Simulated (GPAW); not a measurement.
## 10 face-centred cubic elements under PBEsol

PBEsol equations of state with GPAW, PAW data sets generated in the run's folder for this functional, cutoff 600 eV (Γ-centred k meshes with a spacing near 0.25 Å⁻¹, Fermi-Dirac smearing of 0.05 eV, no spin polarisation, no spin-orbit coupling), all in space group Fm-3m. V0 and B0 come from Birch-Murnaghan fits. Such meshes aren't converged for metals. The cells needn't be the stable forms at room conditions.

```csv
crystal,V0 (Å³/atom),B0 (GPa)
Cu,11.46,164.1
Pd,14.57,204.2
Pt,15.03,282.9
Al,16.24,83.6
Ag,16.61,119.3
Ti,16.73,114.1
Ta,18.26,198.6
Hf,21.64,112.1
Sb,26.01,63.3
Pb,29.78,50.1
```

**Question.** How does the stiffness follow the volume along this series?

**Answer.** From Cu to Pb the volume grows from 11.46 to 29.78 Å³ an atom, and the modulus runs between 50.1 (Pb) and 282.9 GPa (Pt). No single power law of the volume describes them well (best exponent -1.44, root mean square miss 39 %, Pt lying 79 % above it): volume alone doesn't fix the stiffness.

The moduli separate by bonding type: every transition or noble metal here is stiffer than the sp-bonded Al, Sb and Pb. Al, Ag and Ti show this at nearly equal volume, with Al the softest of the three. Partly filled d bands add directional, cohesive bonding that resists compression, and the gain depends on how far bonding states are filled and antibonding ones left empty. This probably explains why Ta, with one more valence electron than Hf, is both denser in atoms and much stiffer.

Within group 10 the modulus rises from 204.2 GPa in Pd to 282.9 GPa in Pt although the volume grows slightly. The more extended 5d orbitals overlap more strongly, while the lanthanide contraction and scalar relativistic effects keep the Pt atom compact. From Cu to Ag, where the d shell is essentially full, the modulus instead falls as the volume grows. A positive bulk modulus shows resistance to uniform compression only, so it doesn't establish that fcc Ta, Ti, Hf or Sb would withstand shear.
